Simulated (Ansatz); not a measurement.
**InP: stiffness from a series of strains**

```
CELL_PARAMETERS angstrom
0.00000 2.85500 2.85500
2.85500 0.00000 2.85500
2.85500 2.85500 0.00000
ATOMIC_POSITIONS crystal
In 0.00000 0.00000 0.00000
P 0.50000 0.50000 0.50000
```

Atoms are numbered in the order listed.

The geometry is COD entry 1538565, unchecked; take it as a test cell.

No spin–orbit coupling, which matters for the heavy atoms here.

Level of theory: Ansatz 0.2.0, DFT, PBE, all-electron LAPW, scalar-relativistic.

Settings: a Γ-centred 11×11×11 k mesh, Fermi–Dirac smearing of 0.03 eV, basis error target 0.25 meV/atom, no spin polarisation.

The strain is applied along the Cartesian axes of the cell as listed (the other components stay zero). Fractional coordinates are held (clamped ions).

σ is the change of stress from the unstrained cell, which is at -5.36 GPa; tension is positive, so slopes are stress–strain coefficients at that pressure. In a metal the k mesh adds noise.

Only quantities that a quadratic follows smoothly over the whole series are listed; rougher ones are left out.

```tsv
εzz	σzz (GPa)	σxx (GPa)
-0.0300	-3.67	-0.60
-0.0100	-1.07	-0.19
0.0000	0.00	0.00
0.0100	0.92	0.18
0.0200	1.72	0.34
0.0300	2.40	0.49
```

(1) Fit the series and read off the stiffness at zero strain.

(2) One run, at εzz = -0.0200, is withheld. Predict its row.

Answers

(1) Least-squares fits y = p0 + p1 x + p2 x² to the rows give σzz (GPa): p1 = 101, p2 = -700; σxx (GPa): p1 = 18.2, p2 = -62. So C11 = 101 GPa and C12 = 18 GPa, which gives B = (C11 + 2 C12)/3 = 46 GPa.

(2) The fits give -2.30, -0.39; the run gave -2.29, -0.38.
